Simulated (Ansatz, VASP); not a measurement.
# Two plane-wave programs on KBr

INCAR

```
PREC = Accurate
ENCUT = 520
EDIFF = 1E-6
ISMEAR = -1
SIGMA = 0.02
LREAL = F
LASPH = T
NELM = 100
ALGO = Fast
ISIF = 2
LWAVE = F
LCHARG = F
GGA = PE
NBANDS = 15
```

The input KPOINTS:

```
Automatic mesh
0
Gamma
  6 6 6
```

File POSCAR:

```
KBr
1.0
    0.0000000000      3.3022478201      3.3022478201
    3.4515094216      0.0000000000      3.3022478201
    3.4515094216      3.3022478201      0.0000000000
K Br
1 1
Direct
    0.0000000000      0.0000000000      0.0000000000
    0.5000000000      0.5000000000      0.5000000000
```

Input for Ansatz:

```yaml
crystal:
  lattice:
    - [0.0, 3.3022478201, 3.3022478201]
    - [3.4515094216, 0.0, 3.3022478201]
    - [3.4515094216, 3.3022478201, 0.0]
  atoms:
    - { symbol: K, position: [0.0, 0.0, 0.0] }
    - { symbol: Br, position: [0.5, 0.5, 0.5] }
kpoints:
  mp_grid: { grid: [6, 6, 6] }
  band_path:
    path:
      - [0.0, 0.0, 0.0]
      - [0.5, 0.0, 0.5]
      - [0.625, 0.25, 0.625]
      - [0.375, 0.375, 0.75]
      - [0.5, 0.5, 0.5]
      - [0.5, 0.25, 0.75]
    npoints: 1
hamiltonian:
  xc: pbe
scf:
  occupations: { method: fermi_dirac, width: 0.02 }
  n_extra_bands: 4
output:
  forces: true
  stress: true
  eigenvalues: true
```

Change from the starting cell: uniaxial_x strain +4.5%.

Alike in both runs: task single point; functional PBE; k mesh 6 × 6 × 6; occupations fermi-dirac, width 0.02 eV; no spin polarisation.

|  | VASP | Ansatz |
| --- | --- | --- |
| version | VASP 6.6.1 | Ansatz 0.2.0 |
| potentials or method | VASP PAW PBE potentials, release 64 (K_sv, Br) | plane waves, PAW |
| plane-wave cutoff (eV) | 520 | 420 |
| valence electrons in the cell | 16 | 16 |

Ansatz gave:

* gap on the k mesh at the Fermi level (eV): 4.31
* pressure (GPa): 0.1
* largest component of the traceless stress (GPa): 0.69

Q: What did VASP give for the same quantities?

A: gap on the k mesh at the Fermi level (eV): 4.31; pressure (GPa): 0.1; largest component of the traceless stress (GPa): 0.70.

With one functional, cell and mesh, what is left measures potentials, basis and numerics.
